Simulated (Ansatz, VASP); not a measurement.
## Two plane-wave programs on Se

```
Se
1.0
    -1.71974    1.71974    1.71974
     1.71974   -1.71974    1.71974
     1.71974    1.71974   -1.71974
Se
1
Direct
  0.00000 0.00000 0.00000
```

This isn't the form of Se at room conditions, which is trigonal, of chains.

Alike in both runs: functional PBE; k mesh 18 × 18 × 18; occupations gaussian, width 0.1 eV; no spin polarisation.

Ansatz relaxed the structure, and its values are those at the end. VASP's run is a single point on that final structure, the one shown.

|  | VASP | Ansatz |
| --- | --- | --- |
| version | VASP 6.6.1 | Ansatz 0.2.0 |
| potentials or method | VASP PAW PBE potentials, release 64 (Se) | scalar-relativistic, plane waves, PAW |
| plane-wave cutoff (eV) | 520 | 420 |
| valence electrons in the cell | 6 | 16 |

|  | VASP | Ansatz | Ansatz less VASP |
| --- | --- | --- | --- |
| gap on the k mesh at the Fermi level (eV) | none | none | - |
| pressure (GPa) | 0.0 | 0.0 | +0.01 |

A gap of «none» marks a metal or a gap that the smearing closes. With one functional, cell and mesh, what is left measures potentials, basis and numerics. The two sets of potentials don't hold the same shells in valence.
